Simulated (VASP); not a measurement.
Input of a VASP 6.6.1 run:

File INCAR:

```
PREC     = Accurate       # precision mode
ENCUT    = 600            # plane-wave cutoff, eV
EDIFF    = 1E-7           # SCF threshold, eV
ISMEAR   = 0              # smearing method
SIGMA    = 0.01           # smearing width, eV
LREAL    = False          # projectors in reciprocal space
LASPH    = True           # aspherical terms in the spheres
NELM     = 80             # most SCF steps
ALGO     = Normal         # electronic algorithm
ISIF     = 3              # what is computed and relaxed
LWAVE    = False          # write WAVECAR
LCHARG   = False          # write CHGCAR
GGA      = PE             # functional
IBRION   = 2              # ionic algorithm
NSW      = 80             # ionic steps
EDIFFG   = -0.001         # ionic threshold
```

The input KPOINTS:

```
Automatic mesh
0
Gamma
  8 8 8
```

Contents of POSCAR:

```
NaH
1.0
    0.0000000000      2.4160403217      2.4160403217
    2.4160403217      0.0000000000      2.4160403217
    2.4160403217      2.4160403217      0.0000000000
Na H
1 1
Direct
    0.0000000000      0.0000000000      0.0000000000
    0.5000000000      0.5000000000      0.5000000000
```

Potentials or basis: VASP PAW PBE potentials, release 64 (Na_pv, H).

Run with:

```sh
$ cat potpaw_PBE.64/Na_pv/POTCAR potpaw_PBE.64/H/POTCAR > POTCAR
$ mpirun -np 1 vasp_std > vasp.out
```

(1) Predict the band gap on the k mesh.

## Answers

(1) 3.76 eV, indirect (least direct gap 4.62 eV).

Caveat: the relaxation stopped at its first step, so nothing moved.
